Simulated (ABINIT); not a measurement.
A run of ABINIT 10.8.3 (patched build):

Contents of run.abi:

```
# Pseudopotentials
pp_dirpath "./"
pseudos "Zn.upf"

# Structure
acell 5.0662088633 5.0662088633 5.0662088633
rprim
    -0.5773502692     0.5773502692     0.5773502692
     0.5773502692    -0.5773502692     0.5773502692
     0.5773502692     0.5773502692    -0.5773502692
ntypat 1
znucl 30
natom 1
typat 1
xred
     0.0000000000     0.0000000000     0.0000000000
chkprim 0
chksymtnons 0
tolsym 1.0e-6

# Plane-wave basis
ecut 38.0

# k points
kptopt 1
ngkpt 9 9 9
nshiftk 1
shiftk 0.0 0.0 0.0

# Exchange and correlation
ixc 11
vdw_xc 5

# Bands and occupations
nband 14
occopt 3
tsmear 0.00183747

# SCF cycle
nstep 100
tolvrs 1.0e-10

# Output
iomode 3
prtwf 0
prteig 0
prtebands 0
prtden 1
prtvha 1
prtvclmb 1
prtpot 1
prtelf 1
```

Potentials or basis: PseudoDojo NC SR PBE v0.4 stringent.

The run is started by

```sh
$ abinit run.abi > log 2>&1
```

Hardware: 1 thread of Arm Neoverse V1, on a shared host.

Question: Estimate the wall time of this run.

Answer: Run time: 14 s on 1 thread of Arm Neoverse V1 (shared host), peak memory 0.07 GiB. Counts: scf iterations 8, k points 35, bands 14, plane waves 1136.
